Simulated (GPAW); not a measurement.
# TiC: single point with PBEsol

The system is TiC.

```
Ti C
1.0
     0.00000    2.16572    2.16572
     2.16572    0.00000    2.16572
     2.16572    2.16572    0.00000
Ti C
1 1
Direct
  0.98208 0.02153 0.99282
  0.48439 0.50743 0.51417
```

The cell is a database's computed one.

The cell isn't the ideal one: atoms moved at random, drawn with an rms of 0.05 Å.

```json
{"Program": "GPAW 26.7.0", "Task": "single point", "Functional": "PBEsol", "Potentials or basis": "PAW data sets generated in the run's folder for this functional", "Cutoff": "800 eV", "Basis": "pw", "k mesh": "11 × 11 × 11", "Occupations": "fermi-dirac, width 0.05 eV", "Spin": "no spin polarisation", "Maxiter": "150"}
```

```yaml
Pressure: -5.4 GPa
Largest_force: 0.559 eV/Å
Band_gap_on_the_k_mesh: none (metal or under the smearing width)
```

Forces on the atoms (eV/Å):
```
Ti   0.149  0.481 -0.243
C   -0.149 -0.481  0.243
```

Stress tensor (GPa, compression positive):
```
-5.70 -0.13  0.07
-0.13 -5.00  0.21
 0.07  0.21 -5.57
```

Levels at points of the mesh, in eV from the Fermi level:
```tsv
k point	band 5	band 6	band 7	band 8	band 9	band 10	band 11	band 12
(0.00, 0.00, 0.00)	-12.43	0.47	0.51	0.60	1.20	1.49	1.78	1.93
```

Wall time 3.3 min on 1 thread of Arm Neoverse V1, with other jobs on the host, peak memory 0.5 GiB.
